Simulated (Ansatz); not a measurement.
## Structure relaxation of Ru

The calculation used DFT PBE, scalar-relativistic, plane waves, PAW (Ansatz). Cutoff 420 eV, Γ-centred k mesh, Gaussian smearing, no spin polarisation in the final step.

The start puts Ru on the simple hexagonal structure type (P6/mmm, No. 191), at a guessed volume.

```
Ru
1.0
     2.57233    0.00000    0.00000
    -1.28617    2.22770    0.00000
     0.00000    0.00000    2.40352
Ru
1
Direct
  0.00000 0.00000 0.00000
```

Steps on the 9×9×8 mesh (1 atom). 5 of 5 steps are shown, and the free energy counts from the last. Trial steps that were taken back and renewals of the plane-wave basis can be among the rows.

```csv
step,ΔF (meV/atom),V (Å³/atom),P (GPa)
1,93.9,13.77,26.15
2,23.3,15.71,-10.04
3,1.1,15.12,-1.71
4,0.5,15.02,0.01
5,0.0,15.02,-0.02
```

A final relaxation ran on a 24×24×22 mesh. The relaxed crystal, P6/mmm (No. 191):

Space group P6/mmm (No. 191). a = 2.660 Å, b = 2.660 Å, c = 2.454 Å, α = 90.00°, β = 90.00°, γ = 120.00°
| atom | site | symmetry | x | y | z |
| --- | --- | --- | --- | --- | --- |
| Ru | 1a | 6/mmm | 0.0000 | 0.0000 | 0.0000 |

```
Volume per atom                    : 15.03 Å³
Density                            : 11.16 g/cm³
Energy over the standard structure : 0.85 eV/atom
Gap on the 24×24×22 mesh           : 0 eV (a metal)
```

Energies count from the standard state of Ru at the same level.

The final run used a 24×24×22 mesh on its 1-atom cell and 0.10 eV smearing. The k mesh leaves about 4 meV/atom of noise in metals.

Symmetry constrained the relaxation, so the result can be a saddle point.